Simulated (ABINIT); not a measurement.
## Quasiparticle gap of BN (Qingsongite) in ABINIT

Aim: the G0W0 gap of BN (Qingsongite) on PBE, step by step.

Program: ABINIT 10.8.3. Level of theory: PBE and many-body steps on it, plane waves. Results are calculated unless marked as measured.

## Step 1: The starting structure

Symmetry: F-43m, No. 216, cubic system. Conventional cell: a = 3.615 Å, b = 3.615 Å, c = 3.615 Å, α = 90.00°, β = 90.00°, γ = 90.00°. B has 4 N at 1.57 Å nearest. N has 4 B at 1.57 Å nearest. Farther neighbours and most contacts between anions are not listed.

Structure file:

```cif
data_structure
_symmetry_space_group_name_H-M 'P 1'
_symmetry_Int_Tables_number 1
_cell_length_a 2.5562
_cell_length_b 2.5562
_cell_length_c 2.5562
_cell_angle_alpha 60.000
_cell_angle_beta 60.000
_cell_angle_gamma 60.000
_cell_volume 11.81
loop_
_atom_site_label
_atom_site_type_symbol
_atom_site_fract_x
_atom_site_fract_y
_atom_site_fract_z
_atom_site_occupancy
B1 B 0.00000 0.00000 0.00000 1
N2 N 0.25000 0.25000 0.25000 1
```

The cell and positions come from the Crystallography Open Database and are kept as given unless a step says otherwise.

## Step 2: Ground state

This step: ABINIT 10.8.3; DFT, PBE, plane waves, norm-conserving pseudopotentials.

The ground-state density comes first.

The input, run.abi:

```
acell 3*1.0 Angstrom
rprim 
  -0.000000000000 1.807500000000 1.807500000000
  1.807500000000 0.000000000000 1.807500000000
  1.807500000000 1.807500000000 -0.000000000000
ntypat 2
znucl 5 7
natom 2
typat 1 2
xred 
  0.000000000000 0.000000000000 0.000000000000
  0.250000000000 0.250000000000 0.250000000000
pp_dirpath "pseudos"
pseudos "B.upf, N.upf"
ecut 36
ngkpt 10 10 10
nshiftk 1
shiftk 0 0 0
kptopt 1
chksymbreak 0
nband 9
occopt 1
tolvrs 1e-10
nstep 60
prtwf 0
optforces 0
optstress 0
indata_prefix "in"
outdata_prefix "out"
tmpdata_prefix "tmp"
```

Started as:

```bash
$ OMP_NUM_THREADS=1 mpirun -n 4 abinit run.abi > log
```

Numbers of over 12 decimals in the logs are rounded to 6 here.

The program printed:

```text
.Version 10.8.3 of ABINIT. v10.8.2 released Aug 2026.

 Symmetries : space group F-4 3 m (#216); Bravais cF (face-center cubic)
================================================================================
 Values of the parameters that define the memory need of the present run
     intxc =       0    ionmov =       0      iscf =       7    lmnmax =       4
     lnmax =       4     mgfft =      30  mpssoang =       2    mqgrid =    3001
     natom =       2  nloc_mem =       1    nspden =       1   nspinor =       1
    nsppol =       1      nsym =      24    n1xccc =    2501    ntypat =       2
    occopt =       1   xclevel =       2
-    mband =           9        mffmem =           1         mkmem =          12
       mpw =         845          nfft =       27000          nkpt =          47
================================================================================
  Rough estimation (10% accuracy) of disk space for files :
================================================================================

--------------------------------------------------------------------------------
------------- Echo of variables that govern the present computation ------------
--------------------------------------------------------------------------------
 -outvars: echo values of preprocessed input variables --------
            acell      1.8897261259E+00  1.8897261259E+00  1.8897261259E+00 Bohr

      chksymbreak           0
             ecut      3.60000000E+01 Hartree
-          fftalg         312

              ixc     -101130
              kpt      0.00000000E+00  0.00000000E+00  0.00000000E+00
                       1.00000000E-01  0.00000000E+00  0.00000000E+00
                       2.00000000E-01  0.00000000E+00  0.00000000E+00
                       3.00000000E-01  0.00000000E+00  0.00000000E+00
                       4.00000000E-01  0.00000000E+00  0.00000000E+00
                       5.00000000E-01  0.00000000E+00  0.00000000E+00
                       1.00000000E-01  1.00000000E-01  0.00000000E+00
                       2.00000000E-01  1.00000000E-01  0.00000000E+00
                       3.00000000E-01  1.00000000E-01  0.00000000E+00
   [... 36 further rows ...]
                      -3.00000000E-01  4.00000000E-01  2.00000000E-01
                      -3.00000000E-01  5.00000000E-01  2.00000000E-01
         kptrlatt       10    0    0      0   10    0      0    0   10
          kptrlen      4.83050094E+01
P           mkmem          12
            natom           2
            nband           9
            ngfft          30      30      30
             nkpt          47
            nstep          60
             nsym          24
           ntypat           2
              occ      2.000000  2.000000  2.000000  2.000000  0.000000  0.000000
[...]
optforces           0
        optstress           0
            prtwf           0
            rprim     -0.0000000000E+00  1.8075000000E+00  1.8075000000E+00
[...]
spgroup         216

           tolvrs      1.00000000E-10

             xred      0.0000000000E+00  0.0000000000E+00  0.0000000000E+00
[...]
znucl        5.00000    7.00000

================================================================================

 chkinp: Checking input parameters for consistency.

================================================================================
== DATASET  1 ==================================================================
-   mpi_nproc: 4, omp_nthreads: 1 (-1 if OMP is not activated)

--- !DatasetInfo
iteration_state: {dtset: 1, }
dimensions: {natom: 2, nkpt: 47, mband: 9, nsppol: 1, nspinor: 1, nspden: 1, mpw: 845, }
cutoff_energies: {ecut:  36.0, pawecutdg:  -1.0, }
electrons: {nelect:   8.00000000E+00, charge:   0.00000000E+00, occopt:   1.00000000E+00, tsmear:   1.00000000E-02, }

 Real(R)+Recip(G) space primitive vectors, cartesian coordinates (Bohr,Bohr^-1):
 R(1)=  0.0000000  3.4156800  3.4156800  G(1)= -0.1463837  0.1463837  0.1463837
 R(2)=  3.4156800  0.0000000  3.4156800  G(2)=  0.1463837 -0.1463837  0.1463837
 R(3)=  3.4156800  3.4156800  0.0000000  G(3)=  0.1463837  0.1463837 -0.1463837
 Unit cell volume ucvol=  7.9700586E+01 bohr^3
 Angles (23,13,12)=  6.00000000E+01  6.00000000E+01  6.00000000E+01 degrees

 getcut: wavevector=  0.0000  0.0000  0.0000  ngfft=  30  30  30
         ecut(hartree)=     36.000   => boxcut(ratio)=   2.30194

 getcut : COMMENT -
  Note that boxcut > 2.2 ; recall that boxcut=Gcut(box)/Gcut(sphere) = 2
  is sufficient for exact treatment of convolution.
  Such a large boxcut is a waste : you could raise ecut
  e.g. ecut=   47.690509 Hartrees makes boxcut=2

--- Pseudopotential description ------------------------------------------------
- B Generated using ONCVPSP code by D. R. Hamann
-  5.00000   3.00000  171031                  znucl, zion, pspdat
12 -101130 1 -1 1534                          pspcod,pspxc,lmax,lloc,mmax
     nproj     2     2
  pspatm : epsatm=    3.38844616
         --- l  ekb(1:nproj) -->
[...]
pspatm: atomic psp has been read  and splines computed

- N Generated using ONCVPSP code by D. R. Hamann
-  7.00000   5.00000  171031                  znucl, zion, pspdat
12 -101130 1 -1 1058                          pspcod,pspxc,lmax,lloc,mmax
     nproj     2     2
  pspatm : epsatm=    5.20977870
         --- l  ekb(1:nproj) -->
[...]
1   -4.293905   -1.006988
 pspatm: atomic psp has been read  and splines computed

   6.87857989E+01                                ecore*ucvol(ha*bohr**3)
--------------------------------------------------------------------------------

_setup2: Arith. and geom. avg. npw (full set) are     822.053     822.026

================================================================================

--- !BeginCycle
iteration_state: {dtset: 1, }
solver: {iscf: 7, nstep: 60, nline: 4, wfoptalg: 0, }
tolerances: {tolvrs: 1.00E-10, }

     iter   Etot(hartree)      deltaE(h)  residm     vres2
 ETOT  1  -13.353670328845    -1.335E+01 1.866E-01 1.447E+02
 ETOT  2  -13.373136893714    -1.947E-02 6.470E-03 1.104E+02
 ETOT  3  -13.402464776550    -2.933E-02 3.876E-03 1.734E-01
 ETOT  4  -13.402502334780    -3.756E-05 4.257E-03 1.682E-03
 ETOT  5  -13.402502505884    -1.711E-07 1.198E-03 3.940E-05
 ETOT  6  -13.402502511439    -5.556E-09 1.069E-03 2.572E-07
 ETOT  7  -13.402502511479    -3.944E-11 2.420E-04 2.030E-09
 ETOT  8  -13.402502511479    -1.421E-13 2.105E-04 5.379E-11

 At SCF step    8       vres2   =  5.38E-11 < tolvrs=  1.00E-10 =>converged.

--- !ResultsGS
iteration_state: {dtset: 1, }
comment   : Summary of ground state results
lattice_vectors:
- [ -0.0000000,   3.4156800,   3.4156800, ]
- [  3.4156800,   0.0000000,   3.4156800, ]
- [  3.4156800,   3.4156800,  -0.0000000, ]
lattice_lengths: [   4.83050,    4.83050,    4.83050, ]
lattice_angles: [ 60.000,  60.000,  60.000, ] # degrees, (23, 13, 12)
lattice_volume:   7.9700586E+01
convergence: {deltae: -1.421E-13, res2:  5.379E-11, residm:  2.105E-04, diffor:  0.000E+00, }
etotal    :  -1.34025025E+01
entropy   :   0.00000000E+00
fermie    :   3.02092262E-01
cartesian_stress_tensor: null
pressure_GPa: null
xred      :
- [  0.0000E+00,   0.0000E+00,   0.0000E+00,  B]
- [  2.5000E-01,   2.5000E-01,   2.5000E-01,  N]
cartesian_forces: null
force_length_stats: {min: null, max: null, mean: null, }

 Integrated electronic density in atomic spheres:
 ------------------------------------------------
 Atom  Sphere_radius  Integrated_density
    1        2.00000          3.32049900
    2        2.00000          5.75124674
================================================================================

 ----iterations are completed or convergence reached----

 Mean square residual over all n,k,spin=   10.187E-07; max=  21.054E-05
 reduced coordinates (array xred) for    2 atoms
       0.000000000000      0.000000000000      0.000000000000
       0.250000000000      0.250000000000      0.250000000000
 rms dE/dt=  0.0000E+00; max dE/dt=  0.0000E+00; dE/dt below (all hartree)
    1       0.000000000000      0.000000000000      0.000000000000
    2       0.000000000000      0.000000000000      0.000000000000

 cartesian coordinates (angstrom) at end:
    1      0.000000     0.000000     0.000000
    2      0.903750     0.903750     0.903750
 length scales=  1.889726125908  1.889726125908  1.889726125908 bohr
              =  1.000000000000  1.000000000000  1.000000000000 angstroms
 prteigrs : about to open file out_EIG
 Fermi (or HOMO) energy (hartree) =   0.30209   Average Vxc (hartree)=  -0.47450
 Eigenvalues (hartree) for nkpt=  47  k points:
 kpt#   1, nband=  9, wtk=  0.00100, kpt=  0.0000  0.0000  0.0000 (reduced coord)
  -0.44062    0.30209    0.30209    0.30209    0.62836    0.62836    0.62836    0.68304
   1.21148
 prteigrs : prtvol=0 or 1, do not print more k-points.

--- !EnergyTerms
iteration_state     : {dtset: 1, }
comment             : Components of total free energy in Hartree
kinetic             :  9.41230010599651E+00
hartree             :  1.79183179045680E+00
xc                  : -4.37198988812425E+00
Ewald energy        : -1.31703929426445E+01
psp_core            :  8.63052609504914E-01
local_psp           : -6.86018895556564E+00
non_local_psp       : -1.06711523110259E+00
total_energy        : -1.34025025114788E+01
total_energy_eV     : -3.64700672502579E+02
band_energy         :  1.04301569482718E-01

== END DATASET(S) ==============================================================
================================================================================

 -outvars: echo values of variables after computation  --------
           etotal     -1.3402502511E+01
            nband           9
             nkpt          47
          spgroup         216
 [... the other variables as echoed above ...]

 Calculation completed.
```

It took 3.2 s on 4 MPI ranks of Intel Xeon 6975P-C (Granite Rapids), shared host; peak memory 0.28 GiB; 12 s of CPU time.

This step gave:

- total energy: -364.7007 eV
- gap: 4.535 eV
- k of the valence top: 0, 0, 0
- k of the conduction bottom: 0.5, 0.5, 0
- least direct gap: 8.878 eV

The gap is indirect, with the least direct gap 4.34 eV higher.

(Continued in part 2 of 3.)

[Paths, hosts, dates, memory and timing lines, banners, echoed tables and standing remarks are left out of the program output.]

[Logs are printed without paths, hosts, clocks, repeated set-up lines and the standing remarks that a program may print on its own settings, such as how far it seeks lower states.]

[Runs of the session that timed out or met a known fault of the program may be left out.]

[Hosts, paths, dates, database ids (printed as entryN), source tags and the programs' standing remarks are cut or masked in the printed files.]

[G0W0 gaps are taken among the corrected bands and points alone; a level outside them can change the order at an edge.]

[Where Ansatz stands beside ABINIT at settings called matched, ABINIT's density can come from a denser mesh and the files from another edition; pairs whose starting gaps differed by over 0.03 eV were left out, so agreement reads better than it is.]
